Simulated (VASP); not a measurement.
# 2H-WS2 monolayer under biaxial strain, part 6 of 7

How do the gap and the band positions of 2H-WS2 monolayer follow biaxial strain?

VASP 6.6.1, plane waves and PAW; the level of theory is named at each step.

So far. Step 13 (Strained, atoms relaxed, biaxial strain 0): The start already met the threshold, so nothing moved, which says little where the restoring forces are soft.

**15. Strained, atoms relaxed, biaxial strain 0.01**

This step: PBE with D3(BJ), no spin polarisation; plane waves and PAW (W, S) (VASP 6.6.1).

Input file INCAR:

```
SYSTEM = WS2
PREC = Normal
ENCUT = 350
EDIFF = 1E-06
NELM = 120
ISMEAR = 0
SIGMA = 0.03
LREAL = .FALSE.
ALGO = Fast
GGA = PE
IVDW = 12
NBANDS = 15
LASPH = .TRUE.
LORBIT = 11
LWAVE = .FALSE.
LCHARG = .FALSE.
KPAR = 4
IBRION = 2
NSW = 30
ISIF = 2
EDIFFG = -0.015
POTIM = 0.4
MAXMIX = 40
IDIPOL = 3
LDIPOL = .TRUE.
DIPOL = 0.5 0.5 0.5
```

Input file POSCAR:

```
WS2
1.0
    3.1841077295      0.0000000000      0.0000000000
   -1.5920538648      2.7575181821      0.0000000000
    0.0000000000      0.0000000000     22.0000000000
W S
1 2
Direct
    0.3333333333      0.6666666667      0.5000000000
    0.6666666667      0.3333333333      0.4283955868
    0.6666666667      0.3333333333      0.5716044132
```

Input file KPOINTS:

```
Automatic mesh
0
Gamma
12 12 1
0 0 0
```

Potentials, in the order of the species: W and S (PBE family, release 64).

On the command line:

```console
> mpirun -np 4 vasp_std
```

Output:

```text
[... set-up lines as in an earlier step ...]
 entering main loop
       N       E                     dE             d eps       ncg     rms          rms(c)
DAV:   1     0.109792953451E+03    0.10979E+03   -0.51476E+03   570   0.651E+02
DAV:   2    -0.124954955631E+02   -0.12229E+03   -0.11270E+03   918   0.159E+02
DAV:   3    -0.249723709666E+02   -0.12477E+02   -0.12349E+02   787   0.613E+01
DAV:   4    -0.252009266904E+02   -0.22856E+00   -0.22772E+00   761   0.101E+01
[...]
RMM:  20    -0.237180781135E+02   -0.88830E-05   -0.13750E-06   416   0.584E-03    0.233E-03
RMM:  21    -0.237180797038E+02   -0.15903E-05   -0.23014E-07   392   0.365E-03    0.408E-03
RMM:  22    -0.237180804104E+02   -0.70661E-06   -0.42762E-08   270   0.147E-03
   1 F= -.24633560E+02 E0= -.24633560E+02  d E =-.246336E+02
[...]
N       E                     dE             d eps       ncg     rms          rms(c)
DAV:   1    -0.237181134166E+02   -0.33713E-04   -0.14776E-01   710   0.211E+00    0.311E-01
[...]
RMM:   5    -0.237187105445E+02   -0.11901E-04   -0.71925E-05   573   0.736E-02    0.186E-02
RMM:   6    -0.237187184957E+02   -0.79512E-05   -0.46883E-05   597   0.425E-02    0.290E-02
RMM:   7    -0.237187189489E+02   -0.45320E-06   -0.10717E-05   574   0.222E-02    0.148E-02
RMM:   8    -0.237187189765E+02   -0.27572E-07   -0.10306E-06   407   0.682E-03
   2 F= -.24635869E+02 E0= -.24635869E+02  d E =-.230903E-02
 trial-energy change:   -0.002309  1 .order   -0.002278   -0.003709   -0.000847
 step:   1.2733(harm=  1.2960)  dis= 0.01077  next Energy=   -24.635985 (dE=-0.243E-02)
[...]
N       E                     dE             d eps       ncg     rms          rms(c)
DAV:   1    -0.237183491658E+02    0.36978E-03   -0.10813E-02   752   0.571E-01    0.859E-02
RMM:   2    -0.237183828164E+02   -0.33651E-04   -0.45439E-04   571   0.174E-01    0.328E-02
RMM:   3    -0.237183937620E+02   -0.10946E-04   -0.10283E-04   584   0.685E-02    0.105E-02
RMM:   4    -0.237183966212E+02   -0.28592E-05   -0.21278E-05   591   0.319E-02    0.645E-03
RMM:   5    -0.237183966303E+02   -0.91318E-08   -0.32102E-06   426   0.131E-02
   3 F= -.24636003E+02 E0= -.24636003E+02  d E =-.244319E-02
[...]
reached required accuracy - stopping structural energy minimisation
```

Elapsed: 14 s, on 4 MPI ranks of Intel Xeon Platinum 8488C (Sapphire Rapids), shared host; peak memory 0.79 GiB.

From OUTCAR (step 15):

```text
 Edisp (eV)   -0.91715

 Edisp (eV)   -0.91761

  Total      -0.99192    -0.99192    -0.08461     0.00000     0.00000     0.00000
  in kB      -8.22733    -8.22733    -0.70175     0.00000     0.00000     0.00000
  external pressure =       -5.72 kB  Pullay stress =        0.00 kB

 POSITION                                       TOTAL-FORCE (eV/Angst)
 -----------------------------------------------------------------------------------
     -0.00000      1.83835     11.00000        -0.000000     -0.000000      0.000000
      1.59205      0.91917      9.43547        -0.000000      0.000000      0.003515
      1.59205      0.91917     12.56453         0.000000     -0.000000     -0.003515
 -----------------------------------------------------------------------------------
    total drift:                               -0.000001      0.000001      0.000000

  FREE ENERGIE OF THE ION-ELECTRON SYSTEM (eV)
  ---------------------------------------------------
  free  energy   TOTEN  =       -24.6360032435 eV

  energy  without entropy=      -24.6360032435  energy(sigma->0) =      -24.63600324

[... 2 parts as in an earlier step ...]

[... 2 further parts left out ...]
[key lines of the parts left out:]
E-fermi :  -2.4200
```

The run ended after 3 ionic steps, 0.002 eV below its first step, once the forces on the free atoms met EDIFFG = -0.015.

**16. Strained, levels with spin-orbit coupling, biaxial strain 0.01**

This step: PBE with D3(BJ), spin-orbit coupling, no spin polarisation; plane waves and PAW (W, S) (VASP 6.6.1).

Input file INCAR:

```
SYSTEM = WS2
PREC = Normal
ENCUT = 350
EDIFF = 1E-06
NELM = 120
ISMEAR = 0
SIGMA = 0.03
LREAL = .FALSE.
ALGO = Fast
GGA = PE
IVDW = 12
LNONCOLLINEAR = .TRUE.
MAGMOM = 0 0 0 0 0 0 0 0 0
NBANDS = 30
GGA_COMPAT = .FALSE.
LASPH = .TRUE.
LSORBIT = .TRUE.
LMAXMIX = 4
LWAVE = .FALSE.
LCHARG = .FALSE.
KPAR = 4
IDIPOL = 3
LDIPOL = .TRUE.
DIPOL = 0.5 0.5 0.5
LVHAR = .TRUE.
LVACPOTAV = .TRUE.
```

Input file POSCAR:

```
WS2
1.0
    3.1841077295      0.0000000000      0.0000000000
   -1.5920538648      2.7575181821      0.0000000000
    0.0000000000      0.0000000000     22.0000000000
W S
1 2
Direct
    0.3333333333      0.6666666667      0.5000000000
    0.6666666667      0.3333333333      0.4288852100
    0.6666666667      0.3333333333      0.5711147900
```

KPOINTS is that of step 15.

Input file KPOINTS_OPT:

```
Line mode
14
Line-mode
Reciprocal
  0.00000000   0.00000000   0.00000000 GAMMA
  0.50000000   0.00000000   0.00000000 M

  0.50000000   0.00000000   0.00000000 M
  0.33333333   0.33333333   0.00000000 K

  0.33333333   0.33333333   0.00000000 K
  0.00000000   0.00000000   0.00000000 GAMMA
```

On the command line:

```console
> mpirun -np 4 vasp_ncl
```

Output:

```text
[... set-up lines as in an earlier step ...]
 entering main loop
       N       E                     dE             d eps       ncg     rms          rms(c)
DAV:   1     0.116081035765E+03    0.11608E+03   -0.50118E+03  1884   0.652E+02
DAV:   2    -0.942989172219E+01   -0.12551E+03   -0.11833E+03  2846   0.169E+02
DAV:   3    -0.249518513771E+02   -0.15522E+02   -0.15388E+02  2516   0.673E+01
DAV:   4    -0.253198857627E+02   -0.36803E+00   -0.36643E+00  2526   0.126E+01
[...]
RMM:  22    -0.238773389682E+02   -0.37619E-05   -0.23112E-07  1642   0.286E-03    0.180E-03
RMM:  23    -0.238773403278E+02   -0.13596E-05   -0.10161E-07  1334   0.177E-03    0.755E-04
RMM:  24    -0.238773410542E+02   -0.72643E-06   -0.38556E-08  1013   0.109E-03
 [... a notice as in an earlier step ...]

   1 F= -.24794948E+02 E0= -.24794948E+02  d E =-.896383E-13  mag=     0.0000     0.0000     0.0000
 Start KPOINTS_OPT (optional k-point list driver)
k-point batch [1-31\42]
       N       E                     dE             ncg
DAV:   1    -0.100663707005E+03   -0.13389E+05     1884
DAV:   2    -0.397455836932E+04   -0.38739E+04     2864
DAV:   3    -0.441625508797E+04   -0.44170E+03     2476
DAV:   4    -0.442588866239E+04   -0.96336E+01     2434
DAV:   5    -0.442611047102E+04   -0.22181E+00     2394
DAV:   6    -0.442611841901E+04   -0.79480E-02     2486
DAV:   7    -0.442611874301E+04   -0.32400E-03     2500
DAV:   8    -0.442611875881E+04   -0.15807E-04     2348
DAV:   9    -0.442611875950E+04   -0.68830E-06     1804
k-point batch [32-42\42]
       N       E                     dE             ncg
DAV:   1     0.113165184140E+05   -0.24720E+04      668
DAV:   2     0.100838228848E+05   -0.12327E+04     1032
DAV:   3     0.990921471058E+04   -0.17461E+03      880
DAV:   4     0.990454925821E+04   -0.46655E+01      920
DAV:   5     0.990444801957E+04   -0.10124E+00      886
DAV:   6     0.990444441356E+04   -0.36060E-02      896
DAV:   7     0.990444426250E+04   -0.15106E-03      948
DAV:   8     0.990444425698E+04   -0.55249E-05      782
DAV:   9     0.990444425672E+04   -0.25225E-06      686
```

It took 88 s on 4 MPI ranks; peak memory 1.9 GiB; 4.9 min of CPU time.

OUTCAR, selected parts (step 16):

```text
 Edisp (eV)   -0.91761

  Total      -1.00552    -1.00552    -0.09737     0.00000     0.00000     0.00000
  in kB      -8.34011    -8.34011    -0.80760     0.00000     0.00000     0.00000
  external pressure =       -5.83 kB  Pullay stress =        0.00 kB

 POSITION                                       TOTAL-FORCE (eV/Angst)
 -----------------------------------------------------------------------------------
     -0.00000      1.83835     11.00000         0.000000      0.000000      0.000000
      1.59205      0.91917      9.43547        -0.000000     -0.000000      0.006601
      1.59205      0.91917     12.56453         0.000000      0.000000     -0.006601
 -----------------------------------------------------------------------------------
    total drift:                               -0.000001      0.000001     -0.000000

  FREE ENERGIE OF THE ION-ELECTRON SYSTEM (eV)
  ---------------------------------------------------
  free  energy   TOTEN  =       -24.7949476676 eV

  energy  without entropy=      -24.7949476676  energy(sigma->0) =      -24.79494767

[... 2 parts as in an earlier step ...]

[... 1 further part left out ...]
[key lines of the parts left out:]
E-fermi :  -2.1922
```

On-site spin-orbit energy by atom:

```
atom  on-site spin-orbit energy (eV)
  W1                          -0.317
  S2                          -0.003
  S3                          -0.003
```

**17. Strained, atoms relaxed, biaxial strain 0.02**

This step: PBE with D3(BJ), no spin polarisation; plane waves and PAW (W, S) (VASP 6.6.1).

Input file INCAR:

```
SYSTEM = WS2
PREC = Normal
ENCUT = 350
EDIFF = 1E-06
NELM = 120
ISMEAR = 0
SIGMA = 0.03
LREAL = .FALSE.
ALGO = Fast
GGA = PE
IVDW = 12
NBANDS = 15
LASPH = .TRUE.
LORBIT = 11
LWAVE = .FALSE.
LCHARG = .FALSE.
KPAR = 4
IBRION = 2
NSW = 30
ISIF = 2
EDIFFG = -0.015
POTIM = 0.4
MAXMIX = 40
IDIPOL = 3
LDIPOL = .TRUE.
DIPOL = 0.5 0.5 0.5
```

Input file POSCAR:

```
WS2
1.0
    3.2156335486      0.0000000000      0.0000000000
   -1.6078167743      2.7848203423      0.0000000000
    0.0000000000      0.0000000000     22.0000000000
W S
1 2
Direct
    0.3333333333      0.6666666667      0.5000000000
    0.6666666667      0.3333333333      0.4283955868
    0.6666666667      0.3333333333      0.5716044132
```

KPOINTS is that of step 16.

On the command line:

```console
> mpirun -np 4 vasp_std
```

Output:

```text
[... set-up lines as in an earlier step ...]
 entering main loop
       N       E                     dE             d eps       ncg     rms          rms(c)
DAV:   1     0.112723886240E+03    0.11272E+03   -0.50383E+03   570   0.646E+02
DAV:   2    -0.116439662399E+02   -0.12437E+03   -0.11523E+03   924   0.159E+02
DAV:   3    -0.250004124602E+02   -0.13356E+02   -0.13248E+02   823   0.626E+01
DAV:   4    -0.252404319085E+02   -0.24002E+00   -0.23925E+00   724   0.104E+01
[...]
RMM:  20    -0.237023809295E+02   -0.47169E-05   -0.78380E-07   412   0.424E-03    0.197E-03
RMM:  21    -0.237023826609E+02   -0.17313E-05   -0.14540E-07   376   0.266E-03    0.314E-03
RMM:  22    -0.237023832306E+02   -0.56977E-06   -0.31025E-08   252   0.127E-03
   1 F= -.24598963E+02 E0= -.24598963E+02  d E =-.245990E+02
[...]
N       E                     dE             d eps       ncg     rms          rms(c)
DAV:   1    -0.237058741861E+02   -0.34915E-02   -0.56987E-01   689   0.412E+00    0.618E-01
[...]
RMM:   7    -0.237082146759E+02   -0.13957E-05   -0.40872E-05   577   0.555E-02    0.353E-02
RMM:   8    -0.237082184046E+02   -0.37287E-05   -0.93298E-06   554   0.237E-02    0.153E-02
RMM:   9    -0.237082187397E+02   -0.33517E-06   -0.24591E-06   456   0.988E-03
   2 F= -.24608001E+02 E0= -.24608001E+02  d E =-.903818E-02
 trial-energy change:   -0.009038  1 .order   -0.008981   -0.014306   -0.003656
 step:   1.3292(harm=  1.3432)  dis= 0.02208  next Energy=   -24.608605 (dE=-0.964E-02)
[...]
N       E                     dE             d eps       ncg     rms          rms(c)
DAV:   1    -0.237075212407E+02    0.69716E-03   -0.61461E-02   682   0.136E+00    0.198E-01
RMM:   2    -0.237077097542E+02   -0.18851E-03   -0.25379E-03   571   0.416E-01    0.666E-02
RMM:   3    -0.237077662395E+02   -0.56485E-04   -0.54585E-04   583   0.161E-01    0.140E-02
RMM:   4    -0.237077771068E+02   -0.10867E-04   -0.91733E-05   601   0.708E-02    0.199E-02
RMM:   5    -0.237077791265E+02   -0.20197E-05   -0.22779E-05   562   0.315E-02    0.120E-02
RMM:   6    -0.237077791209E+02    0.55898E-08   -0.22656E-06   429   0.978E-03
   3 F= -.24608616E+02 E0= -.24608616E+02  d E =-.965254E-02
[...]
reached required accuracy - stopping structural energy minimisation
```

Elapsed: 17 s, on 4 MPI ranks; peak memory 0.79 GiB.

From OUTCAR (step 17):

```text
 Edisp (eV)   -0.89978

 Edisp (eV)   -0.90084

  Total      -1.92336    -1.92336    -0.07242     0.00000     0.00000    -0.00000
  in kB     -15.64173   -15.64173    -0.58892     0.00000     0.00000    -0.00000
  external pressure =      -10.62 kB  Pullay stress =        0.00 kB

 POSITION                                       TOTAL-FORCE (eV/Angst)
 -----------------------------------------------------------------------------------
     -0.00000      1.85655     11.00000        -0.000000      0.000000      0.000000
      1.60782      0.92827      9.44679        -0.000000     -0.000000      0.000284
      1.60782      0.92827     12.55321         0.000000      0.000000     -0.000284
 -----------------------------------------------------------------------------------
    total drift:                                0.000001     -0.000001      0.000000

  FREE ENERGIE OF THE ION-ELECTRON SYSTEM (eV)
  ---------------------------------------------------
  free  energy   TOTEN  =       -24.6086156231 eV

  energy  without entropy=      -24.6086156231  energy(sigma->0) =      -24.60861562

[... 2 parts as in an earlier step ...]

[... 2 further parts left out ...]
[key lines of the parts left out:]
E-fermi :  -2.4135
```

The run ended after 3 ionic steps, 0.010 eV below its first step, once the forces on the free atoms met EDIFFG = -0.015.

**18. Strained, levels with spin-orbit coupling, biaxial strain 0.02**

This step: PBE with D3(BJ), spin-orbit coupling, no spin polarisation; plane waves and PAW (W, S) (VASP 6.6.1).

Input file INCAR:

```
SYSTEM = WS2
PREC = Normal
ENCUT = 350
EDIFF = 1E-06
NELM = 120
ISMEAR = 0
SIGMA = 0.03
LREAL = .FALSE.
ALGO = Fast
GGA = PE
IVDW = 12
LNONCOLLINEAR = .TRUE.
MAGMOM = 0 0 0 0 0 0 0 0 0
NBANDS = 30
GGA_COMPAT = .FALSE.
LASPH = .TRUE.
LSORBIT = .TRUE.
LMAXMIX = 4
LWAVE = .FALSE.
LCHARG = .FALSE.
KPAR = 4
IDIPOL = 3
LDIPOL = .TRUE.
DIPOL = 0.5 0.5 0.5
LVHAR = .TRUE.
LVACPOTAV = .TRUE.
```

Input file POSCAR:

```
WS2
1.0
    3.2156335486      0.0000000000      0.0000000000
   -1.6078167743      2.7848203423      0.0000000000
    0.0000000000      0.0000000000     22.0000000000
W S
1 2
Direct
    0.3333333333      0.6666666667      0.5000000000
    0.6666666667      0.3333333333      0.4293994253
    0.6666666667      0.3333333333      0.5706005747
```

KPOINTS is that of step 17.

KPOINTS_OPT is that of step 16.

On the command line:

```console
> mpirun -np 4 vasp_ncl
```

Output:

```text
[... set-up lines as in an earlier step ...]
 entering main loop
       N       E                     dE             d eps       ncg     rms          rms(c)
DAV:   1     0.113337484953E+03    0.11334E+03   -0.49806E+03  1908   0.651E+02
DAV:   2    -0.950970561802E+01   -0.12285E+03   -0.11611E+03  2786   0.168E+02
DAV:   3    -0.249891645473E+02   -0.15479E+02   -0.15352E+02  2544   0.667E+01
DAV:   4    -0.253494520716E+02   -0.36029E+00   -0.35852E+00  2480   0.124E+01
[...]
RMM:  22    -0.238666300794E+02   -0.74238E-05   -0.40561E-07  1817   0.296E-03    0.149E-03
RMM:  23    -0.238666312853E+02   -0.12060E-05   -0.72629E-08  1258   0.170E-03    0.720E-04
RMM:  24    -0.238666321118E+02   -0.82643E-06   -0.38697E-08  1058   0.113E-03
 [... a notice as in an earlier step ...]

   1 F= -.24767469E+02 E0= -.24767469E+02  d E =-.438851E-17  mag=     0.0000    -0.0000     0.0000
 Start KPOINTS_OPT (optional k-point list driver)
k-point batch [1-31\42]
       N       E                     dE             ncg
DAV:   1    -0.142606965717E+03   -0.13271E+05     1868
DAV:   2    -0.399337718475E+04   -0.38508E+04     2862
DAV:   3    -0.444503509750E+04   -0.45166E+03     2518
DAV:   4    -0.445502447176E+04   -0.99894E+01     2428
DAV:   5    -0.445525542768E+04   -0.23096E+00     2404
DAV:   6    -0.445526283022E+04   -0.74025E-02     2486
DAV:   7    -0.445526315065E+04   -0.32043E-03     2488
DAV:   8    -0.445526316577E+04   -0.15116E-04     2342
DAV:   9    -0.445526316645E+04   -0.67710E-06     1732
k-point batch [32-42\42]
       N       E                     dE             ncg
DAV:   1     0.113033516186E+05   -0.24187E+04      692
DAV:   2     0.100989906088E+05   -0.12044E+04      986
DAV:   3     0.993142177623E+04   -0.16757E+03      928
DAV:   4     0.992711941928E+04   -0.43024E+01      878
DAV:   5     0.992699827207E+04   -0.12115E+00      848
DAV:   6     0.992699436453E+04   -0.39075E-02      918
DAV:   7     0.992699419921E+04   -0.16533E-03      910
DAV:   8     0.992699419230E+04   -0.69112E-05      828
DAV:   9     0.992699419198E+04   -0.31785E-06      664
```

The job ended after 89 s (4 MPI ranks; peak memory 2 GiB; 4.9 min of CPU time).

Parts of OUTCAR (step 18):

```text
 Edisp (eV)   -0.90084

  Total      -1.92928    -1.92928    -0.08556    -0.00000     0.00000     0.00000
  in kB     -15.68984   -15.68984    -0.69583    -0.00000     0.00000     0.00000
  external pressure =      -10.69 kB  Pullay stress =        0.00 kB

 POSITION                                       TOTAL-FORCE (eV/Angst)
 -----------------------------------------------------------------------------------
     -0.00000      1.85655     11.00000         0.000000     -0.000000      0.000000
      1.60782      0.92827      9.44679        -0.000000      0.000000      0.002446
      1.60782      0.92827     12.55321        -0.000000     -0.000000     -0.002446
 -----------------------------------------------------------------------------------
    total drift:                                0.000001     -0.000001     -0.000000

  FREE ENERGIE OF THE ION-ELECTRON SYSTEM (eV)
  ---------------------------------------------------
  free  energy   TOTEN  =       -24.7674686138 eV

  energy  without entropy=      -24.7674686138  energy(sigma->0) =      -24.76746861

[... 2 parts as in an earlier step ...]

[... 1 further part left out ...]
[key lines of the parts left out:]
E-fermi :  -2.2590
```

On-site spin-orbit energy by atom:

```
atom  on-site spin-orbit energy (eV)
  W1                          -0.317
  S2                          -0.003
  S3                          -0.003
```

(Part 6 of 7 ends here.)

[Lines on the potential files, build, host, timing and source positions are cut from VASP's logs without a mark.]

[Logs are printed without paths, hosts, clocks, repeated set-up lines and the standing remarks that a program may print on its own settings, such as how far it seeks lower states.]

[Hosts, paths, dates, database ids (printed as entryN), source tags and the programs' standing remarks are cut or masked in the printed files.]

[Runs that stopped without an error message from VASP are left out.]
